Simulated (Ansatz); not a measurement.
Method: DFT PBE, scalar-relativistic, plane waves, PAW (Ansatz 0.2.0). All cells share a 420 eV cutoff and Γ-centred k meshes spaced at most about 0.3 Å⁻¹ (about 0.25 or finer for metals, 2π included). No spin polarisation in the final relaxations.

All energies are static (0 K, no zero-point motion). All come from trial cells, and lower structures may exist.

Question: These unrelaxed guesses for B are each relaxed within their symmetry. Order them by the energy at which they end, lowest first.
1.

```xyz
6
Lattice="0.0000 5.4775 1.8101 2.8101 0.0000 1.8101 2.8101 5.4775 0.0000" Properties=species:S:1:pos:R:3 pbc="T T T"
B     1.4051    2.7388    0.8803
B     2.8101    5.4775    3.5955
B     2.0938    6.6849    2.7128
B     3.5265    4.2701    2.7128
B     2.1214    9.4237    1.8077
B     3.4989    1.5313    1.8077
```

2.

```xyz
8
Lattice="0.0000 4.7027 2.3945 3.1559 0.0000 2.3945 3.1559 4.7027 0.0000" Properties=species:S:1:pos:R:3 pbc="T T T"
B     4.4056    8.9687    3.3175
B     5.0622    5.1393    3.3175
B     2.8276    2.7879    2.1202
B     3.4842    6.6174    2.1202
B     4.0119    7.4115    3.4348
B     5.4559    6.6965    3.4348
B     2.4339    4.3452    2.2375
B     3.8780    5.0602    2.2375
```

3.

```xyz
4
Lattice="-1.4353 2.3497 2.4127 1.4353 -2.3497 2.4127 1.4353 2.3497 -2.4127" Properties=species:S:1:pos:R:3 pbc="T T T"
B     0.0000    2.6836    1.6428
B     0.0000    0.3340    3.1825
B     1.4353   -0.3340    0.7698
B     1.4353    2.0157   -0.7698
```

Answer: 2 (ends in Fddd, 0 meV/atom), 1 (ends in I4_1/amd, 131 meV/atom), 3 (ends in P6/mmm, 0.40 eV/atom).

Cells relaxed within their symmetry can be saddle points. The part of the Crystallography Open Database at hand lists B in space groups No. 58, 134, 166; no cell shown has one of them. Some candidate types were left out of the draw beforehand, so a known form may be missing.
